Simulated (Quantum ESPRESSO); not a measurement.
BaTiO3:

```xyz
5
Lattice="4.0060 0.0000 0.0000 0.0000 4.0060 0.0000 0.0000 0.0000 4.0060" Properties=species:S:1:pos:R:3 pbc="T T T"
Ba    2.0030    2.0030    2.0030
Ti    0.0000    0.0000    0.0000
O     0.0000    0.0000    2.0030
O     0.0000    2.0030    0.0000
O     2.0030    0.0000    0.0000
```

Base run:

* Program: Quantum ESPRESSO 7.5
* Functional: PBE
* Potentials or basis: PseudoDojo 0.4.1 SR PBE standard
* Cutoff: 1143 eV
* Density cutoff: 4572 eV
* k mesh: 6 × 6 × 6, shifted
* Occupations: fermi-dirac, width 0.05 eV
* Spin: no spin polarisation

Its results: pressure 1.9 GPa.

Problem. The run is repeated on the same cell with these changes: k mesh from 6 × 6 × 6, shifted to 2 × 2 × 2. What comes out?

Solution. Pressure 4.3 GPa.

Caveats: some runs use coarse meshes; this release of the barium file is off; the cell is more than 3 GPa from zero pressure, which shifts response properties (some runs).
